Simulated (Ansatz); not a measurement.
# CuO3: the cost of one run

Method: DFT PBE, scalar-relativistic, plane waves, PAW, in Ansatz 0.2.0.

### 1 The structure to begin with

The structure is cubic, space group Pm-3m (No. 221). Conventional cell: a = 3.550 Å, b = 3.550 Å, c = 3.550 Å, α = 90.00°, β = 90.00°, γ = 90.00°. Cu (site symmetry m-3m) has 6 O at 1.78 Å as nearest neighbours. O (site symmetry 4/mmm) has 2 Cu at 1.78 Å as nearest neighbours.

Structure file:

```cif
data_structure
_symmetry_space_group_name_H-M 'Pm-3m'
_symmetry_Int_Tables_number 221
_cell_length_a 3.5501
_cell_length_b 3.5501
_cell_length_c 3.5501
_cell_angle_alpha 90.000
_cell_angle_beta 90.000
_cell_angle_gamma 90.000
_cell_volume 44.74
loop_
_atom_site_label
_atom_site_type_symbol
_atom_site_symmetry_multiplicity
_atom_site_Wyckoff_symbol
_atom_site_fract_x
_atom_site_fract_y
_atom_site_fract_z
_atom_site_occupancy
Cu1 Cu 1 a 0.00000 0.00000 0.00000 1
O1 O 3 d 0.50000 0.00000 0.00000 1
```

This is candidate A: ReO3 type (Pm-3m, No. 221).

(A quick probe on a coarse mesh, which set the mesh and smearing, is not shown.)

### 3 Coarse relaxation (candidate A)

File input.yaml:

```yaml
crystal:
  lattice:
    - [3.5500601791, 0.0, 0.0]
    - [0.0, 3.5500601791, 0.0]
    - [0.0, 0.0, 3.5500601791]
  atoms:
    - { symbol: Cu, position: [0.0, 0.0, 0.0] }
    - { symbol: O, position: [0.5, 0.0, 0.0] }
    - { symbol: O, position: [0.0, 0.5, 0.0] }
    - { symbol: O, position: [0.0, 0.0, 0.5] }
basis:
  ecutwfc: 420
kpoints:
  mp_grid: { grid: [6, 6, 6] }
hamiltonian:
  xc: pbe
scf:
  occupations: { method: gaussian, width: 0.1 }
  lower_state_search: "off"
output:
  forces: true
  stress: true
  eigenvalues: true
relax:
  adjacent_minimum: "off"
  f_tol: 0.04
  max_steps: 70
  cell: { stress_tol: 0.4 }
```

On the command line:

```sh
$ ansatz run input.yaml --threads 1 --pin off --max-ram 2560MiB --backend cpu --events-out ev --progress --plain --runs-dir out
```

Q: Estimate wall time and peak memory on 1 thread of Intel Xeon Platinum 8259CL at 2.50GHz (Skylake/Cascade Lake), shared host.

About 15 s, with a peak of 0.38 GiB.
